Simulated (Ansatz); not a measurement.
# IrO2 at a changed volume — 193Ir nuclear quadrupole resonance

Cell: a COD entry, relaxed with PBE at fixed cell and then changed (volume scaled by 0.96, ions relaxed).

```cif
data_IrO2
_symmetry_space_group_name_H-M 'P4_2/mnm'
_symmetry_Int_Tables_number 136
_cell_length_a 4.4382
_cell_length_b 4.4382
_cell_length_c 3.1035
_cell_angle_alpha 90.000
_cell_angle_beta 90.000
_cell_angle_gamma 90.000
loop_
_atom_site_label
_atom_site_type_symbol
_atom_site_symmetry_multiplicity
_atom_site_Wyckoff_symbol
_atom_site_fract_x
_atom_site_fract_y
_atom_site_fract_z
Ir Ir 2 a 0.0000 0.0000 0.0000
O O 4 f 0.3077 0.3077 0.0000
```

One atom of each set is listed.

The numbers come from a DFT calculation in Ansatz (PBE, plane waves and PAW, scalar-relativistic, collinear spin, 420 eV cutoff, Γ-centred 10×10×15 k-points, Fermi–Dirac smearing 0.05 eV). Start moments as typed (μB): 1 on each Ir, none on the rest.

193Ir: I = 3/2, Q = 751.0 mb (year-2017 value). Static lattice, zero field.

Q: Predict the zero-field 193Ir lines of each site.

A: For I = 3/2 there is one line, ν = (|C_Q|/2)(1 + η²/3)^½.

```
site  atoms  V_zz (10²¹ V/m²)  C_Q (MHz)     η  line frequencies (MHz)
  Ir      2            -13.59       -247  0.75                   134.6
```

Q: And for Ir-191 (I = 3/2, Q = 816.0 mb) on Ir?

A: C_Q scales with Q to -268 MHz, with lines at 146.3 MHz.

With no gap above 0.1 eV, as in a metal, the gradients converge slowly in k; expect changes of a tenth or more on a denser mesh. Spin–orbit coupling is left out, which shifts gradients on Ir by a few per cent in wide-gap crystals, and can shift them far more where the calculated gap is small or absent, as here. Semilocal functionals can leave a metal where correlation in the d or f shell opens a gap in the real compound, and that would change the values at and beside Ir. At this changed cell the PBE pressure is 21 GPa. The start moments die out, and the run ends without spin.

The relaxation (2 steps) took 43 s of wall time (42 s of CPU time) and 0.94 GiB at its peak, on 1 thread of Intel Xeon 6975P-C (Granite Rapids) (x86_64; 16 cores open to the job, memory cap 3.0 GiB, no GPU), a shared host with a load of 0.1 a core.
